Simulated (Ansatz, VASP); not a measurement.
## One calculation of HfO2, two programs

File INCAR:

```
PREC = Accurate
ENCUT = 520
EDIFF = 1E-6
ISMEAR = 0
SIGMA = 0.05
LREAL = False
LASPH = True
NELM = 100
ALGO = Normal
ISIF = 2
LWAVE = False
LCHARG = False
GGA = PS
NBANDS = 18
```

File KPOINTS:

```
Automatic mesh
0
Gamma
  8 8 8
```

The input POSCAR:

```
HfO2
1.0
    0.0686183421      2.5790454927      2.5790454927
    2.5790454927      0.0686183421      2.5790454927
    2.5790454927      2.5790454927      0.0686183421
Hf O
1 2
Direct
    0.0000000000      0.0000000000      0.0000000000
    0.2500000000      0.2500000000      0.2500000000
    0.7500000000      0.7500000000      0.7500000000
```

Input for Ansatz:

```yaml
crystal:
  lattice:
    - [0.0686183421, 2.5790454927, 2.5790454927]
    - [2.5790454927, 0.0686183421, 2.5790454927]
    - [2.5790454927, 2.5790454927, 0.0686183421]
  atoms:
    - { symbol: Hf, position: [0.0, 0.0, 0.0] }
    - { symbol: O, position: [0.25, 0.25, 0.25] }
    - { symbol: O, position: [0.75, 0.75, 0.75] }
basis:
  ecutwfc: 520.0
kpoints:
  mp_grid: { grid: [8, 8, 8] }
hamiltonian:
  xc: pbesol
  pseudopotentials: { kind: paw, azcp: { folder: soft_1 } }
scf:
  occupations: { method: gaussian, width: 0.05 }
output:
  forces: true
  stress: true
  eigenvalues: true
```

Alike in both runs: task single point; functional PBEsol; k mesh 8 × 8 × 8; occupations gaussian, width 0.05 eV; no spin polarisation.

```csv
,VASP,Ansatz
version,VASP 6.6.1,Ansatz 0.2.0
potentials or method,"VASP PAW PBE potentials, release 64 (Hf_pv, O)","scalar-relativistic, plane waves, PAW"
plane-wave cutoff (eV),520,520
valence electrons in the cell,22,38
```

```tsv
	VASP	Ansatz	Ansatz less VASP
gap on the k mesh at the Fermi level (eV)	3.66	3.64	-0.015
least direct gap on the mesh (eV)	3.66	3.64	-0.015
pressure (GPa)	-9.7	-6.1	+3.54
largest component of the traceless stress (GPa)	1.92	2.03	+0.111
rms of the force components (eV/Å)	0.105	0.118	+0.0129
```

Atom by atom the forces differ by 0.013 eV/Å (rms over components). The functional is the same, so the differences come from potentials, cutoffs and numerics. The two sets of potentials don't hold the same shells in valence. Ansatz warned: «pseudo_functional_mismatch».

Caveats: the PAW data sets were made with another functional, which shifts forces and pressure a little (VASP); spin-orbit coupling is left out, which moves the levels of the heavy elements. A k mesh can miss the band edges.
